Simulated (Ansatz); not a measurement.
# GaN: a strain scan

Aim: for GaN, strain the cell along the Voigt pattern (0, 0, 1, 0, 0, 0).

Method: DFT PBE, scalar-relativistic, plane waves, PAW, in Ansatz 0.2.0.

## (1) The starting structure

The structure is cubic, space group F-43m (No. 216). Conventional cell: a = 4.507 Å, b = 4.507 Å, c = 4.507 Å, α = 90.00°, β = 90.00°, γ = 90.00°. Around Ga (site symmetry -43m) lie 4 N at 1.95 Å. Around N (site symmetry -43m) lie 4 Ga at 1.95 Å.

As a file:

```cif
data_structure
_symmetry_space_group_name_H-M 'P 1'
_symmetry_Int_Tables_number 1
_cell_length_a 3.1869
_cell_length_b 3.1869
_cell_length_c 3.1869
_cell_angle_alpha 60.000
_cell_angle_beta 60.000
_cell_angle_gamma 60.000
_cell_volume 22.89
loop_
_atom_site_label
_atom_site_type_symbol
_atom_site_fract_x
_atom_site_fract_y
_atom_site_fract_z
_atom_site_occupancy
Ga1 Ga 0.00000 0.00000 0.00000 1
N1 N 0.75000 0.75000 0.75000 1
```

It goes back to an entry of the Materials Project.

The cell is taken as given, not relaxed at this level.

## (2) Zero of energy

Reference values: F = -4167.8981 eV; pressure 5.03 GPa; largest force 0.000 eV/Å; gap on the mesh 1.72 eV. It was computed beforehand with the settings of the runs below.

## (3) Setting up a strain scan

The cell is strained by ε times the Voigt pattern (0, 0, 1, 0, 0, 0) (xx, yy, zz, yz, xz, xy; engineering shear), with fractional coordinates fixed (clamped ions). The stress on the pattern is the sum of the stress components weighted by it, tension positive.

## (4) At ε = -0.0600

Contents of input.yaml:

```yaml
crystal:
  lattice:
    - [0.0, 2.2535006075, 2.118290571]
    - [2.2535006075, 0.0, 2.118290571]
    - [2.2535006075, 2.2535006075, 0.0]
  atoms:
    - { symbol: Ga, position: [0.0, 0.0, 0.0] }
    - { symbol: "N", position: [0.75, 0.75, 0.75] }
basis:
  ecutwfc: 420
kpoints:
  mp_grid: { grid: [10, 10, 10] }
hamiltonian:
  xc: pbe
scf:
  occupations: { method: gaussian, width: 0.05 }
output:
  forces: true
  stress: true
  eigenvalues: true
  write_density: true
  write_potential: true
  elf: true
  volumetric_format: npy
```

Run with:

```bash
$ ansatz run input.yaml --threads 1 --pin off --max-ram 2560MiB --backend cpu --events-out ev --progress --plain --runs-dir out
```

## (5) ε = 0.0450

input.yaml, as its differences from that of step 4:

```diff
@@ -2,4 +2,4 @@
   lattice:
-    - [0.0, 2.2535006075, 2.118290571]
-    - [2.2535006075, 0.0, 2.118290571]
+    - [0.0, 2.2535006075, 2.3549081348]
+    - [2.2535006075, 0.0, 2.3549081348]
     - [2.2535006075, 2.2535006075, 0.0]
@@ -20,5 +20 @@
   eigenvalues: true
-  write_density: true
-  write_potential: true
-  elf: true
-  volumetric_format: npy
```

## (6) ε = -0.0300

input.yaml, as its differences from that of step 5:

```diff
@@ -2,4 +2,4 @@
   lattice:
-    - [0.0, 2.2535006075, 2.3549081348]
-    - [2.2535006075, 0.0, 2.3549081348]
+    - [0.0, 2.2535006075, 2.1858955893]
+    - [2.2535006075, 0.0, 2.1858955893]
     - [2.2535006075, 2.2535006075, 0.0]
@@ -20 +20,5 @@
   eigenvalues: true
+  write_density: true
+  write_potential: true
+  elf: true
+  volumetric_format: npy
```

## (7) Point ε = 0.0150

input.yaml, as its differences from that of step 6:

```diff
@@ -2,4 +2,4 @@
   lattice:
-    - [0.0, 2.2535006075, 2.1858955893]
-    - [2.2535006075, 0.0, 2.1858955893]
+    - [0.0, 2.2535006075, 2.2873031166]
+    - [2.2535006075, 0.0, 2.2873031166]
     - [2.2535006075, 2.2535006075, 0.0]
@@ -20,5 +20 @@
   eigenvalues: true
-  write_density: true
-  write_potential: true
-  elf: true
-  volumetric_format: npy
```

## (8) ε = 0.0600

input.yaml, as its differences from that of step 7:

```diff
@@ -2,4 +2,4 @@
   lattice:
-    - [0.0, 2.2535006075, 2.2873031166]
-    - [2.2535006075, 0.0, 2.2873031166]
+    - [0.0, 2.2535006075, 2.388710644]
+    - [2.2535006075, 0.0, 2.388710644]
     - [2.2535006075, 2.2535006075, 0.0]
```

## (9) ε = -0.0450

input.yaml, as its differences from that of step 8:

```diff
@@ -2,4 +2,4 @@
   lattice:
-    - [0.0, 2.2535006075, 2.388710644]
-    - [2.2535006075, 0.0, 2.388710644]
+    - [0.0, 2.2535006075, 2.1520930802]
+    - [2.2535006075, 0.0, 2.1520930802]
     - [2.2535006075, 2.2535006075, 0.0]
```

## (10) ε = 0.0300

input.yaml, as its differences from that of step 9:

```diff
@@ -2,4 +2,4 @@
   lattice:
-    - [0.0, 2.2535006075, 2.1520930802]
-    - [2.2535006075, 0.0, 2.1520930802]
+    - [0.0, 2.2535006075, 2.3211056257]
+    - [2.2535006075, 0.0, 2.3211056257]
     - [2.2535006075, 2.2535006075, 0.0]
@@ -20 +20,5 @@
   eigenvalues: true
+  write_density: true
+  write_potential: true
+  elf: true
+  volumetric_format: npy
```

## (11) Point ε = -0.0150

input.yaml, as its differences from that of step 10:

```diff
@@ -2,4 +2,4 @@
   lattice:
-    - [0.0, 2.2535006075, 2.3211056257]
-    - [2.2535006075, 0.0, 2.3211056257]
+    - [0.0, 2.2535006075, 2.2196980984]
+    - [2.2535006075, 0.0, 2.2196980984]
     - [2.2535006075, 2.2535006075, 0.0]
@@ -20,5 +20 @@
   eigenvalues: true
-  write_density: true
-  write_potential: true
-  elf: true
-  volumetric_format: npy
```

## (12) Point ε = 0.0525

input.yaml, as its differences from that of step 11:

```diff
@@ -2,4 +2,4 @@
   lattice:
-    - [0.0, 2.2535006075, 2.2196980984]
-    - [2.2535006075, 0.0, 2.2196980984]
+    - [0.0, 2.2535006075, 2.3718093894]
+    - [2.2535006075, 0.0, 2.3718093894]
     - [2.2535006075, 2.2535006075, 0.0]
```

(Steps that only read results are left out.)

**Question.** What will these runs give? Wanted: slope of the stress at ε = 0, over ±0.0150.

**Answer**, as computed:

| quantity | value |
| --- | --- |
| slope of the stress at ε = 0, over ±0.0150 | 274 GPa |

In words: From the stress slope, C33 is about 274 GPa with the ions clamped; letting the atoms relax could not make it stiffer. The reference stands under 5.0 GPa, so this is no zero-stress constant. The undisturbed cell is not the lowest point: the energy is 3.2 meV/atom lower at ε = 0.0150; the cell was taken as given and not relaxed at this level. Compression costs more than tension: 57.9 against 12.5 meV/atom at the ends. The gap on the mesh stays between 1.23 and 1.93 eV.
